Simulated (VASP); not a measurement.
Wanted: the native input for a VASP 6.6.1 run.

```yaml
Task: relaxation of the atoms
Functional: PBE
Dispersion: D3(BJ)
Potentials_or_basis: VASP PAW PBE potentials, release 64 (Mg, O)
Cutoff: 600 eV
k_mesh: 12 × 12 × 12
Occupations: gaussian, width 0.03 eV
Spin: no spin polarisation
Further_INCAR_settings: ALGO = Normal; EDIFF = 1e-07; IBRION = 2; EDIFFG = -0.01; NSW = 40
```

The structure of MgO (Periclase) lies in POSCAR:

```
MgO                                     
1.0
    0.0000000000      2.1271933237      2.1271933237
    2.1271933237      0.0000000000      2.1271933237
    2.1271933237      2.1271933237      0.0000000000
  Mg              O             
     1     1
Direct
     0.0000000000000000    0.0000000000000000    0.0000000000000000
     0.5000000000000000    0.5000000000000000    0.5000000000000000
```

The cell isn't the ideal one: a relaxed cell with its volume scaled by 1.04.

One way to write it, as run:

INCAR

```
PREC = Accurate
ENCUT = 600
EDIFF = 1E-7
ISMEAR = 0
SIGMA = 0.03
LREAL = F
LASPH = T
NELM = 80
ALGO = Normal
ISIF = 2
LWAVE = F
LCHARG = F
GGA = PE
IVDW = 12
IBRION = 2
NSW = 40
EDIFFG = -0.01
```

KPOINTS

```
Automatic mesh
0
Gamma
  12 12 12
```

Potentials or basis: VASP PAW PBE potentials, release 64 (Mg, O).

The run is started by

```bash
$ cat potpaw_PBE.64/Mg/POTCAR potpaw_PBE.64/O/POTCAR > POTCAR
$ mpirun -np 1 vasp_std > vasp.out
```

It gave:

The pressure after relaxing is -5.9 GPa. The band gap on the k mesh is 4.44 eV, direct and the dispersion energy per atom is -0.284 eV.

Caveat: the relaxation stopped at its first step, so nothing moved.

It took 6.6 s on 1 thread of AMD EPYC 9R45 (Zen 5), on a shared host, peak memory 0.12 GiB.
